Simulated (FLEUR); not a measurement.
# C under changes of volume

One of the cells (5.672 Å³/atom); the others are scaled copies at fixed shape and fractional positions:

```
C
1.0
     0.00000    1.78337    1.78337
     1.78337    0.00000    1.78337
     1.78337    1.78337    0.00000
C
2
Direct
  0.75000 0.75000 0.75000
  0.50000 0.50000 0.50000
```

This isn't the form of C at room conditions, which is graphite.

- Program: FLEUR MaX-R8.1 (later development tree)
- Functional: PBE
- Potentials or basis: all-electron
- Basis: FLAPW
- Kmax: 5.5 1/bohr
- k mesh: 13 × 13 × 13
- Occupations: fermi-dirac, width 0.05 eV
- Spin: no spin polarisation

| volume (Å³/atom) | energy over the lowest point (meV/atom) | gap on the mesh (eV) |
| --- | --- | --- |
| 5.332 | ? | ? |
| 5.445 | 15.88 | 4.24 |
| 5.558 | 4.49 | 4.19 |
| 5.672 | 0.00 | 4.15 |
| 5.785 | 1.72 | 4.10 |
| 5.899 | 9.09 | 4.06 |
| 6.012 | 21.70 | 4.03 |

Q: What does the run at 5.332 Å³/atom give?

A: Energy over the lowest point 34.79 meV/atom; gap on the mesh 4.28 eV.

Worked out: A Birch-Murnaghan fit of order 3 (a polynomial in V^(-2/3)) to the other rows has its minimum at 5.70 Å³/atom with B0 = V·E''(V) = 434 GPa and B' = 3.7. It gives 34.68 meV/atom at 5.332 Å³/atom, against the run's 34.79. A straight line through the other rows of the gap, of slope -2.15 eV per unit of ln V, extrapolates to 4.28 eV, against the run's 4.28.

Energies are extrapolated to zero smearing.

Caveats: an odd mesh through Γ misses points on the zone boundary, where band edges often lie.
